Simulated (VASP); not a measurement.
# ZrS: single point with BLYP+D4

The system is ZrS.

```xyz
2
Lattice="0.0000 2.6250 2.6250 2.6250 0.0000 2.6250 2.6250 2.6250 0.0000" Properties=species:S:1:pos:R:3 pbc="T T T"
Zr    0.0000    0.0000    0.0000
S     2.6250    2.6250    2.6250
```

* Program: VASP 6.6.1
* Task: single point
* Functional: BLYP
* Dispersion: D4
* Potentials or basis: VASP PAW PBE potentials, release 64 (Zr_sv, S)
* Cutoff: 520 eV
* k mesh: 9 × 9 × 9
* Occupations: gaussian, width 0.05 eV
* Spin: collinear spin, typed start
* Starting moments: [0.5, 0.0] μB

| Quantity | Value |
| --- | --- |
| Pressure | -0.5 GPa |
| Band gap on the k mesh | none (metal or under the smearing width) |
| Net moment | 0.00 μB per cell |
| Valence electrons inside the program's atomic spheres | Zr 9.84; S 3.82 |
| Dispersion energy per atom | -0.617 eV |

Levels at points of the mesh, in eV from the Fermi level:
Spin up:
| k point | band 6 | band 7 | band 8 | band 9 | band 10 | band 11 | band 12 | band 13 |
| --- | --- | --- | --- | --- | --- | --- | --- | --- |
| (0.00, 0.00, 0.00) | -3.60 | -3.60 | -3.60 | -1.31 | -1.31 | -1.31 | -0.65 | -0.65 |
Spin down:
| k point | band 6 | band 7 | band 8 | band 9 | band 10 | band 11 | band 12 | band 13 |
| --- | --- | --- | --- | --- | --- | --- | --- | --- |
| (0.00, 0.00, 0.00) | -3.60 | -3.60 | -3.60 | -1.31 | -1.31 | -1.31 | -0.65 | -0.65 |

It took 66 s on 1 thread of Intel(R) Xeon(R) Platinum 8488C (Sapphire Rapids), on a shared host, peak memory 0.19 GiB.

Caveat: the PAW data sets were made with another functional, which shifts forces and pressure a little; pairwise dispersion overbinds metals, which lowers pressure and volume.
